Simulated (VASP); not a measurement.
A run of VASP 6.6.1 is set up as follows.

Contents of POSCAR:

```
BN
1.0
    2.4901203009     -0.0000000000     -0.0000000000
   -1.2450601505      2.1565074391     -0.0000000000
   -0.0000000000      0.0000000000      6.4340342432
  B               N
     2     2
Direct
     0.3333333332999970    0.6666666667000030    0.2500000000000000
     0.6666666667000030    0.3333333332999970    0.7500000000000000
     0.6666666667000030    0.3333333332999970    0.2500000000000000
     0.3333333332999970    0.6666666667000030    0.7500000000000000
```

INCAR.step1

```
PREC     = Accurate       # precision mode
ENCUT    = 600            # plane-wave cutoff, eV
EDIFF    = 1E-8           # SCF threshold, eV
ISMEAR   = 0              # smearing method
SIGMA    = 0.02           # smearing width, eV
LREAL    = False          # projectors in reciprocal space
LASPH    = True           # aspherical terms in the spheres
NELM     = 60             # most SCF steps
ALGO     = Fast           # electronic algorithm
ISIF     = 3              # what is computed and relaxed
LWAVE    = False          # write WAVECAR
LCHARG   = False          # write CHGCAR
GGA      = CA             # functional
IBRION   = 2              # ionic algorithm
NSW      = 40             # ionic steps
EDIFFG   = -0.002         # ionic threshold
KPAR     = 4
```

Contents of INCAR.step2:

```
PREC     = Accurate       # precision mode
ENCUT    = 600            # plane-wave cutoff, eV
EDIFF    = 1E-8           # SCF threshold, eV
ISMEAR   = 0              # smearing method
SIGMA    = 0.02           # smearing width, eV
LREAL    = False          # projectors in reciprocal space
LASPH    = True           # aspherical terms in the spheres
NELM     = 60             # most SCF steps
ALGO     = Fast           # electronic algorithm
ISIF     = 2              # what is computed and relaxed
LWAVE    = False          # write WAVECAR
LCHARG   = False          # write CHGCAR
GGA      = CA             # functional
IBRION   = 6              # ionic algorithm
NFREE    = 2            
POTIM    = 0.015          # step
NSW      = 1              # ionic steps
KPAR     = 4
```

The input KPOINTS:

```
Automatic mesh
0
Gamma
  12 12 4
```

Potentials or basis: VASP PAW LDA potentials, release 64 (B, N).

Command:

```console
$ cat potpaw_LDA.64/B/POTCAR potpaw_LDA.64/N/POTCAR > POTCAR
$ cp INCAR.step1 INCAR
$ mpirun -np 4 vasp_std > vasp.out
$ cp CONTCAR POSCAR
$ cp INCAR.step2 INCAR
$ mpirun -np 4 vasp_std > vasp.out
```

Question: Predict the highest phonon frequency at Γ, LO-TO splitting left out.

Answer: 1380 cm⁻¹.

Phonon frequencies in cm⁻¹ (negative: imaginary):
```tsv
q point	frequencies
(0.000, 0.000, 0.000)	0 0 0 54 54 121 749 811 1380 1380 1380 1380
```
